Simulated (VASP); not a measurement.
# KI in VASP: further runs, part 2 of 2

VASP 6.6.1. The steps go on from the part before.

## Step 5: Single point, revPBE

This run uses another cell than the first one, of 44.09 Å³/atom.

Input file INCAR:

```
ALGO = Normal
EDIFF = 1E-6
ENCUT = 520
GGA = RE
ISIF = 2
ISMEAR = -1
LASPH = T
LCHARG = F
LREAL = F
LWAVE = F
NBANDS = 15
NELM = 60
PREC = Accurate
SIGMA = 0.05
```

Input file KPOINTS:

```
k-points
0
Gamma
  4 4 4
```

Input file POSCAR:

```
KI
1.0
    0.0000000000      3.5327750000      3.5327750000
    3.5327750000      0.0000000000      3.5327750000
    3.5327750000      3.5327750000      0.0000000000
I K
1 1
Direct
    0.5000000000      0.5000000000      0.5000000000
    0.0000000000      0.0000000000      0.0000000000
```

Potentials or basis: VASP PAW PBE potentials, release 64 (I, K_sv).

Started as:

```
> cat potpaw_PBE.64/I/POTCAR potpaw_PBE.64/K_sv/POTCAR > POTCAR
> mpirun -np 1 vasp_std > vasp.out
```

OUTCAR:

```text
EDIFF = 1E-6
   ENCUT = 520
   GGA = RE
   ISIF = 2
   ISMEAR = -1
   LASPH = T
   LREAL = F
   NELM = 60
   PREC = Accurate

 ion  position               nearest neighbor table
   1  0.500  0.500  0.500-   2 3.53   2 3.53   2 3.53   2 3.53   2 3.53   2 3.53
   2  0.000  0.000  0.000-   1 3.53   1 3.53   1 3.53   1 3.53   1 3.53   1 3.53

  LATTYP: Found a face centered cubic cell.
 ALAT       =     7.0655500000

  Lattice vectors:
[... 311 lines left out ...]
     15       9.7921      0.00000

------------------------ aborting loop because EDIFF is reached ----------------------------------------

  FORCE on cell =-STRESS in cart. coord.  units (eV):
  Direction    XX          YY          ZZ          XY          YZ          ZX
  --------------------------------------------------------------------------------------
  -------------------------------------------------------------------------------------
  Total        0.8580031      0.8580031      0.8580031     -0.0000000      0.0000000     -0.0000000
  in kB       15.5891174     15.5891174     15.5891174     -0.0000000      0.0000000     -0.0000000
  external PRESSURE =      15.5891174 kB  Pullay stress =       0.0000000 kB

 VOLUME and BASIS-vectors are now :
 -----------------------------------------------------------------------------
  energy-cutoff  :      520.00
  volume of cell :       88.18
      direct lattice vectors                 reciprocal lattice vectors
     0.000000000  3.532775000  3.532775000    -0.141531799  0.141531799  0.141531799
     3.532775000  0.000000000  3.532775000     0.141531799 -0.141531799  0.141531799
     3.532775000  3.532775000  0.000000000     0.141531799  0.141531799 -0.141531799

 POSITION                                       TOTAL-FORCE (eV/Angst)
 -----------------------------------------------------------------------------------
      3.53277      3.53277      3.53277         0.000000      0.000000      0.000000
      0.00000      0.00000      0.00000         0.000000      0.000000      0.000000
 -----------------------------------------------------------------------------------
    total drift:                                0.000000     -0.000000     -0.000000

  FREE ENERGIE OF THE ION-ELECTRON SYSTEM (eV)
  ---------------------------------------------------
  free  energy   TOTEN  =        -5.2096490078 eV

  energy  without entropy=       -5.2096490078  energy(sigma->0) =       -5.20964901
```

stdout:

```text
POSCAR found type information on POSCAR I K
 POSCAR found :  2 types and       2 ions
 scaLAPACK will be used
 -----------------------------------------------------------------------------
|                                                                             |
|                                                                             |
|     You enforced a specific xc type in the INCAR file but a different       |
|     I HOPE YOU KNOW WHAT YOU ARE DOING!                                     |
|                                                                             |
 -----------------------------------------------------------------------------

 LDA part: xc-table for (Slater+PW92), standard interpolation
 POSCAR, INCAR and KPOINTS ok, starting setup
 FFT: planning ... GRIDC
 FFT: planning ... GRID_SOFT
 FFT: planning ... GRID
 WAVECAR not read
 entering main loop
```

Wall time 24 s (1 thread of Intel Xeon 8259CL, shared host); peak memory 0.23 GiB.

Results:

| Quantity | Value |
| --- | --- |
| Free energy | -5.2096 eV |
| Pressure | 1.6 GPa |
| Band gap on the k mesh | 4.23 eV |

Caveat: the PAW data sets were made with another functional, which shifts forces and pressure a little; spin-orbit coupling is left out, which moves the levels of the heavy elements. As with any semilocal functional, this revPBE gap is likely too small.

## Step 6: Single point, BLYP

This run uses another cell than the first one, of 44.09 Å³/atom.

Input file INCAR:

```
  AGGAC = 1.0
  AGGAX = 1.0
  ALDAC = 0.0
  ALDAX = 1.0
  ALGO = Normal
  EDIFF = 1E-6
  ENCUT = 520
  GGA = B5
  ISIF = 2
  ISMEAR = -1
  LASPH = True
  LCHARG = False
  LREAL = False
  LWAVE = False
  NBANDS = 15
  NELM = 100
  PREC = Accurate
  SIGMA = 0.05
```

KPOINTS is that of step 5.

POSCAR is that of step 5.

Potentials or basis: VASP PAW PBE potentials, release 64 (I, K_sv).

Started as:

```
> cat potpaw_PBE.64/I/POTCAR potpaw_PBE.64/K_sv/POTCAR > POTCAR
> mpirun -np 1 vasp_std > vasp.out
```

Run time: 55 s. Hardware: 1 thread of Intel Xeon 8259CL, shared host; peak memory 0.23 GiB.

The run converged. Its results:

```yaml
Free_energy: -5.0664 eV
Pressure: 1.4 GPa
Band_gap_on_the_k_mesh: 4.00 eV
```

Levels at points of the mesh, in eV from the valence-band top:
```
           k point  band 4  band 5  band 6  band 7  band 8  band 9  band 10  band 11  band 12  band 13
(0.00, 0.00, 0.00)  -12.12  -10.51    0.00    0.00    0.00    4.00     6.45     6.45     6.45     7.13
(0.50, 0.00, 0.00)  -12.12  -10.24   -1.31   -0.34   -0.34    5.62     7.73     8.16     8.16     8.58
(0.50, 0.50, 0.00)  -12.13  -10.36   -0.98   -0.36   -0.36    4.98     5.71     7.98     8.58     8.95
```

Caveat: the PAW data sets were made with another functional, which shifts forces and pressure a little; spin-orbit coupling is left out, which moves the levels of the heavy elements.

## Step 7: Overview

```tsv
level	cell	k mesh	cutoff (eV)	smearing	tolerance level	purpose	dipole correction	gap on the mesh (eV)	pressure (GPa)
PBE	a = 5.034, b = 5.034, c = 4.996 Å, angles 60.2, 60.2, 59.5°, 2 atoms, atomic positions A	11 × 11 × 11	690	gaussian 0.03 eV	standard	all	-	3.93	0.5
PBEsol	a = 5.029 Å, angles 60.0°, 2 atoms, atomic positions B	7 × 7 × 7	520	fermi-dirac 0.05 eV	-	-	no	3.77	-0.5
PBEsol	a = 4.996 Å, angles 60.0°, 2 atoms, atomic positions B	4 × 4 × 4	520	fermi-dirac 0.05 eV	-	-	no	3.81	-0.2
revPBE	a = 4.996 Å, angles 60.0°, 2 atoms, atomic positions B	4 × 4 × 4	520	fermi-dirac 0.05 eV	-	-	no	4.23	1.6
BLYP	a = 4.996 Å, angles 60.0°, 2 atoms, atomic positions B	4 × 4 × 4	520	fermi-dirac 0.05 eV	-	-	no	4.00	1.4
```

Alike in all rows: task single point; potentials or basis VASP PAW PBE potentials, release 64 (I, K_sv); no spin polarisation.

Caveats: spin-orbit coupling is left out, which moves the levels of the heavy elements; the PAW data sets were made with another functional, which shifts forces and pressure a little (at least some runs); an odd mesh through Γ misses points on the zone boundary, where band edges can lie (at least some runs).

Absolute energies hang on the potentials; compare differences alone.

## Step 8: Comparison with measurements

Step 3. Measured gap of KI: 6.32 eV (a printed reference work, monograph). This calculation gives 3.77 eV (-2.55 eV). Spin-orbit coupling on I is left out. The value is that of PBEsol on a finite k mesh, which can miss the band edges, without temperature or zero-point motion. Semilocal functionals fall short of measured gaps as a rule.

Step 4. A measured gap of KI is 6.32 eV (a printed reference work, monograph); the calculated 3.81 eV misses it by -2.51 eV. Spin-orbit coupling on I is left out. The value is that of PBEsol, without temperature or zero-point motion. Semilocal functionals fall short of measured gaps as a rule.
